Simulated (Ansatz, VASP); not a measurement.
Al in VASP and in Ansatz

File INCAR:

```
SYSTEM = Al
PREC     = Accurate       ! precision mode
ENCUT    = 600            ! plane-wave cutoff, eV
EDIFF    = 1E-6           ! SCF threshold, eV
ISMEAR   = -1             ! smearing method
SIGMA    = 0.1            ! smearing width, eV
LREAL    = .FALSE.        ! projectors in reciprocal space
LASPH    = .TRUE.         ! aspherical terms in the spheres
NELM     = 60             ! most SCF steps
ALGO     = Normal         ! electronic algorithm
ISIF     = 3              ! what is computed and relaxed
LWAVE    = .FALSE.        ! write WAVECAR
LCHARG   = .FALSE.        ! write CHGCAR
GGA      = B5             ! functional
ALDAX    = 1.0          
AGGAX    = 1.0          
AGGAC    = 1.0          
ALDAC    = 0.0          
IBRION   = 2              ! ionic algorithm
NSW      = 80             ! ionic steps
EDIFFG   = -0.01          ! ionic threshold
```

File KPOINTS:

```
regular mesh
0
G
  10 10 10
  0 0 0
```

File POSCAR:

```
Al
1.0
    0.0000000000      2.8194727963      2.8194727963
    2.8194727963      0.0000000000      2.8194727963
    2.8194727963      2.8194727963      0.0000000000
Al
2
Direct
    0.1250000000      0.1250000000      0.1250000000
    0.8750000000      0.8750000000      0.8750000000
```

Input for Ansatz:

```yaml
crystal:
  lattice:
    - [0.0, 2.8194727963, 2.8194727963]
    - [2.8194727963, 0.0, 2.8194727963]
    - [2.8194727963, 2.8194727963, 0.0]
  atoms:
    - { symbol: Al, position: [0.125, 0.125, 0.125] }
    - { symbol: Al, position: [0.875, 0.875, 0.875] }
hamiltonian:
  xc: blyp
  pseudopotentials:
    kind: paw
    azcp:
      Al: "pseudopotentials/Al.paw.azcp"
basis:
  ecutwfc: 420
  fft_grid_basis: typed
kpoints:
  mp_grid: { grid: [10, 10, 10], shift: [0, 0, 0] }
magnetization:
  spin_polarized: false
scf:
  occupations: { method: fermi_dirac, width: 0.1 }
relax:
  max_steps: 60
  f_tol: 0.01
  cell: {}
```

The cell was built by a generator and needn't be a form met in nature.

Alike in both runs: task relaxation of cell and atoms; functional BLYP; k mesh 10 × 10 × 10; occupations fermi-dirac, width 0.1 eV; no spin polarisation.

```csv
,VASP,Ansatz
version,VASP 6.6.1,Ansatz 0.2.0
potentials or method,"VASP PAW PBE potentials, release 64 (Al)","plane waves (420 eV) with PAW, scalar-relativistic"
plane-wave cutoff (eV),600,420
valence electrons in the cell,6,6
```

```tsv
	VASP	Ansatz	Ansatz less VASP
relaxed volume (Å³/atom)	29.20	29.19	-0.007
relaxed cell length with the largest relative difference (Å)	4.355	4.355	-0.0004
energy change over the relaxation (meV/atom)	-243	-240	+3.4
```

Caveats: the volume moved by over 15 % at a fixed basis, so the end points are rough (VASP); the PAW data sets were made with another functional, which shifts forces and pressure a little (VASP).
